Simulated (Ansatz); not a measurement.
# Ba: the cost of one run

Computed with Ansatz 0.2.0 (DFT PBE, scalar-relativistic, plane waves, PAW, unless a step's input says otherwise).

1 further run of the same task is left out (set aside as unsound or not needed).

### 1 Starting point

Symmetry: Im-3m, No. 229, cubic system. Conventional cell: a = 5.000 Å, b = 5.000 Å, c = 5.000 Å, α = 90.00°, β = 90.00°, γ = 90.00°. Ba (site symmetry m-3m) is surrounded by 8 Ba at 4.33 Å.

Coordinates:

```cif
data_structure
_symmetry_space_group_name_H-M 'Im-3m'
_symmetry_Int_Tables_number 229
_cell_length_a 5.0000
_cell_length_b 5.0000
_cell_length_c 5.0000
_cell_angle_alpha 90.000
_cell_angle_beta 90.000
_cell_angle_gamma 90.000
_cell_volume 125.00
loop_
_atom_site_label
_atom_site_type_symbol
_atom_site_symmetry_multiplicity
_atom_site_Wyckoff_symbol
_atom_site_fract_x
_atom_site_fract_y
_atom_site_fract_z
_atom_site_occupancy
Ba1 Ba 2 a 0.00000 0.00000 0.00000 1
```

The structure comes from the Crystallography Open Database.

### 2 A change within the space group

The change: strain xx, yy, zz, yz, xz, xy = -1.6, -1.6, -1.6, +0.0, +0.0, +0.0 %.

The input, input.yaml:

```yaml
crystal:
  lattice:
    - [-2.4604, 2.4604, 2.4604]
    - [2.4604, -2.4604, 2.4604]
    - [2.4604, 2.4604, -2.4604]
  atoms:
    - { symbol: Ba, position: [0.0, 0.0, 0.0] }
basis:
  ecutwfc: 420
kpoints:
  mp_grid: { grid: [12, 12, 12] }
hamiltonian:
  xc: pbe
scf:
  occupations: { method: gaussian, width: 0.1 }
output:
  forces: true
  stress: true
  eigenvalues: true
```

Started as:

```
ansatz run input.yaml --threads 1 --pin off --max-ram 1331MiB --backend cpu --events-out ev --progress --plain --runs-dir out
```

What time and memory should one allow on 1 thread of an x86-64 CPU, shared host?

About 5 s, with a peak of 0.36 GiB.
